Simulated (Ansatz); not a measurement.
# C (P-1) in Ansatz: a series of runs, part 2 of 2

Ansatz 0.2.0. Earlier steps stand in the parts before.

## 3. Relaxation of cell and atoms, PBE, target pressure 2 GPa, at which the enthalpy is minimised (all atoms moved at random, sigma 0.15 Å a component)

File input.yaml:

```yaml
crystal:
  lattice:
    - [1.22802635, 0.70900134, 3.34701084]
    - [-1.22802635, 0.70900134, 3.34701084]
    - [0.0, -1.41800268, 3.34701084]
  atoms:
    - { symbol: C, position: [0.16123947, 0.1359739, 0.23135022] }
    - { symbol: C, position: [0.83876053, 0.8640261, 0.76864978] }
hamiltonian:
  xc: pbe
  pseudopotentials: { kind: paw }
kpoints:
  mp_grid: { grid: [13, 13, 13] }
scf:
  occupations: { method: fermi_dirac, width: 0.05 }
output:
  forces: true
  stress: true
  eigenvalues: true
relax:
  f_tol: 0.01
  max_steps: 40
  cell: { stress_tol: 0.05, p_target: 2.0 }
```

Potentials or basis: Ansatz PAW.

Launch:

```sh
ansatz run input.yaml --threads 2 --pin off --max-ram 5632MiB --backend cpu --events-out ev --progress --plain --runs-dir out
```

Wall time 1.8 min (2 threads of Intel Xeon at 2.70GHz, shared host); peak memory 0.54 GiB.

The run converged. Its results:

* Free energy: -501.8734 eV
* Relaxed volume: 9.25 Å³/atom
* Relaxed cell: a = 3.802 Å, b = 3.802 Å, c = 3.802 Å, α = 37.78°, β = 37.78°, γ = 37.78°
* Space group after relaxing (to 0.05 Å): R-3m (No. 166)
* Energy change on relaxing (the enthalpy is what falls): -1018.0 meV/atom
* Ionic steps: 13
* Pressure after relaxing: 2.0 GPa
* Band gap on the k mesh: 0.94 eV, direct

Step by step:
| step | energy change (eV) | largest force (eV/Å) | volume (Å³) |
| --- | --- | --- | --- |
| 1 | 0.0000 | 15.5469 | 17.48 |
| 2 | -1.5825 | 5.8967 | 18.48 |
| 3 | -1.9973 | 1.6400 | 17.83 |
| 4 | -2.0190 | 0.4967 | 18.08 |
| 5 | -2.0296 | 0.0053 | 18.49 |
| 6 | -2.0289 | 0.0015 | 18.32 |
| 7 | -2.0283 | 0.0002 | 18.23 |
| 8 | -2.0322 | 0.0003 | 18.23 |
| 9 | -2.0338 | 0.0004 | 18.38 |
| 10 | -2.0344 | 0.0001 | 18.45 |
| 11 | -2.0353 | 0.0001 | 18.45 |
| 12 | -2.0359 | 0.0002 | 18.51 |
| 13 | -2.0361 | 0.0001 | 18.51 |

Final structure:
```
C
1.0
     1.23087    0.71017    3.52605
    -1.23092    0.71017    3.52607
    -0.00002   -1.42180    3.52637
C
2
Direct
  0.16665 0.16665 0.16665
  0.83335 0.83335 0.83335
```

Levels at points of the mesh, in eV from the valence-band top:
| k point | band 2 | band 3 | band 4 | band 5 | band 6 | band 7 |
| --- | --- | --- | --- | --- | --- | --- |
| (0.00, 0.00, 0.00) | -6.43 | -2.61 | -2.61 | 4.31 | 8.80 | 8.80 |

Caveat: odd divisions of the mesh miss points on the zone boundary, where band edges often lie, so the gap on the mesh can be too wide; the plane-wave basis is chosen anew once the cell has moved, so the energies of steps on either side of that aren't comparable; the pressure holds a Pulay correction of +0.5 GPa for the finite cutoff. Zero-point motion and thermal expansion aren't in these numbers.

## 4. Relaxation of cell and atoms, PBE, target pressure 5 GPa, at which the enthalpy is minimised (all atoms moved at random, sigma 0.15 Å a component)

Edit input.yaml of step 3 so:

```diff
@@ -22,2 +22,2 @@
   max_steps: 40
-  cell: { stress_tol: 0.05, p_target: 2.0 }
+  cell: { stress_tol: 0.05, p_target: 5.0 }
```

Potentials or basis: Ansatz PAW.

Launch:

```sh
ansatz run input.yaml --threads 2 --pin off --max-ram 5632MiB --backend cpu --events-out ev --progress --plain --runs-dir out
```

What it wrote:

```text
Warning: RAYON_NUM_THREADS=2 ignored (pool sized by the plan → 2); use --threads N
basis.fft_grid_basis auto: the FFT boxes are laid along the combinations [[1, 0, -1], [0, 1, -1], [0, 0, 1]] of the cell's own vectors, 2.456, 2.456 and 3.635 Å long. The dense box has 18×18×25 points. Along the cell's own vectors, as sized, it would have 25×25×25, 1.93 times as many. basis.fft_grid_basis: typed keeps the cell's own vectors: state it where this run's energies or levels are differenced outside the engine with another run's, or held beside a run that keeps those vectors.
Engine: ansatz 0.2.0, x86_64-unknown-linux-gnu
Pseudopotentials: kind: paw
Pseudopotential: C, paw, valence charge 4, recommended cutoff 420 eV (normal), C.paw.azcp
Functional definition: PBE
  parameter kappa = 0.804
  parameter beta = 0.06672455060314922
  exchange = pbe_x(kappa = kappa, mu = beta*pi^2/3)
  correlation = pbe_c(beta = beta)
Crystal: 2 atoms, lattice volume = 17.485 Å³
Basis set: ecut = 420 eV, 329 PW (Γ), FFT grids on a1−a3, a2−a3, a3, exchange–correlation on 36×36×50 points (8 copies of the dense FFT grid, shifted against one another)
Bands: 8, of which v1, the nominal top of the filled ones, is band 4 counted from 1 (3 counted from 0)
Symmetry: 2 space group operations
Space group: P-1 (ITA 2), of the structure as read, at distance tolerance 2.6e-5 Å
k-points: 1099 of 2197
[... 199 lines left out ...]
  atom   2  C      0.00001132    -0.00002402     0.00019630
  max |Σ_I F_I| component: 0.00e0 eV/Å
--- Stress (GPa, compression-positive) ---
        4.997011      -0.000133      -0.000108
       -0.000133       4.996403      -0.000862
       -0.000108      -0.000862       4.987988
  P = ⅓ Tr σ = 4.9938 GPa (49.938 kbar)
--- Band table (eV; the first three rows and the last of 1099) ---
  k-point 0: bands = ["-12.3993", "0.9060", "4.3846", "4.3846", "11.8575", "15.8496", "15.8497", "18.8295"]
  k-point 1: bands = ["-12.2549", "1.0487", "3.8225", "4.0910", "12.0623", "15.9263", "16.4480", "18.3256"]
  k-point 2: bands = ["-11.8231", "1.4750", "2.3755", "3.3823", "12.6743", "15.9472", "16.9934", "18.0587"]
  k-point 1098: bands = ["-7.4082", "-5.4851", "1.0130", "5.0067", "9.8182", "15.1292", "19.5307", "20.3456"]
--- Relaxed structure (9 steps of the walk, 9 accepted, 3 SCFs on fresh bases) ---
  F+E_penalty+E_count = -501.84337787 eV   max|allowed force component| = 1.963e-4 eV/Å   (the final SCF, on the basis selected at the relaxed cell)
  cell:  # Å, volume = 17.0557 Å³
    - [1.2279885202060303, 0.7092266813909741, 3.265318150994787]
    - [-1.22791542248737, 0.7092264741249176, 3.2652913751709214]
    - [3.636936166068078e-5, -1.4176526531533251, 3.2651351917026394]
  atoms:
    - { symbol: C, position: [0.16661154039020287, 0.16661138624231364, 0.16661155359595103] }
    - { symbol: C, position: [0.8333884596097971, 0.8333886137576867, 0.8333884464040493] }
```

Run time: 80 s. Hardware: 2 threads of Intel Xeon at 2.70GHz, shared host; peak memory 0.55 GiB.

Results:

* Free energy: -501.8434 eV
* Relaxed volume: 8.53 Å³/atom
* Relaxed cell: a = 3.560 Å, b = 3.560 Å, c = 3.560 Å, α = 40.36°, β = 40.36°, γ = 40.36°
* Space group after relaxing (to 0.05 Å): R-3m (No. 166)
* Energy change on relaxing (the enthalpy is what falls): -1003.0 meV/atom
* Ionic steps: 12
* Pressure after relaxing: 5.0 GPa
* Band gap on the k mesh: 0.61 eV, direct

Step by step:
| step | energy change (eV) | largest force (eV/Å) | volume (Å³) |
| --- | --- | --- | --- |
| 1 | 0.0000 | 15.5469 | 17.48 |
| 2 | -1.5862 | 5.8696 | 18.27 |
| 3 | -1.9904 | 1.7065 | 17.50 |
| 4 | -2.0156 | 0.0287 | 17.39 |
| 5 | -2.0126 | 0.0056 | 17.25 |
| 6 | -2.0099 | 0.0167 | 17.14 |
| 7 | -2.0100 | 0.0004 | 17.15 |
| 8 | -2.0089 | 0.0005 | 17.15 |
| 9 | -2.0069 | 0.0001 | 17.07 |
| 10 | -2.0066 | 0.0001 | 17.07 |
| 11 | -2.0061 | 0.0002 | 17.06 |
| 12 | -2.0061 | 0.0002 | 17.06 |

Final structure:
```
CELL_PARAMETERS angstrom
1.22799 0.70923 3.26532
-1.22792 0.70923 3.26529
0.00004 -1.41765 3.26514
ATOMIC_POSITIONS crystal
C 0.16661 0.16661 0.16661
C 0.83339 0.83339 0.83339
```

Caveat: odd divisions of the mesh miss points on the zone boundary, where band edges often lie, so the gap on the mesh can be too wide; the plane-wave basis is chosen anew once the cell has moved, so the energies of steps on either side of that aren't comparable; the pressure holds a Pulay correction of +0.6 GPa for the finite cutoff. A k mesh can miss the band edges.

## 5. The runs side by side

```csv
cell,target pressure (GPa),gap on the mesh (eV),pressure (GPa)
"relaxed from: all atoms moved at random, sigma 0.15 Å a component",-,1.38,0.0
"relaxed to 2 GPa from: all atoms moved at random, sigma 0.15 Å a component",2,0.94,2.0
"relaxed to 5 GPa from: all atoms moved at random, sigma 0.15 Å a component",5,0.61,5.0
```

Alike in all rows: task relaxation of cell and atoms; level PBE; potentials or basis Ansatz PAW; no spin polarisation; k mesh 13 × 13 × 13; cutoff (eV) 420; smearing fermi-dirac 0.05 eV.

Caveats: odd divisions of the mesh miss points on the zone boundary, where band edges often lie, so the gap on the mesh can be too wide; the plane-wave basis is chosen anew once the cell has moved, so the energies of steps on either side of that aren't comparable; the volume moved by over 15 % at a fixed basis, so the end points are rough (some runs).

Absolute energies hang on the potentials; compare differences alone.
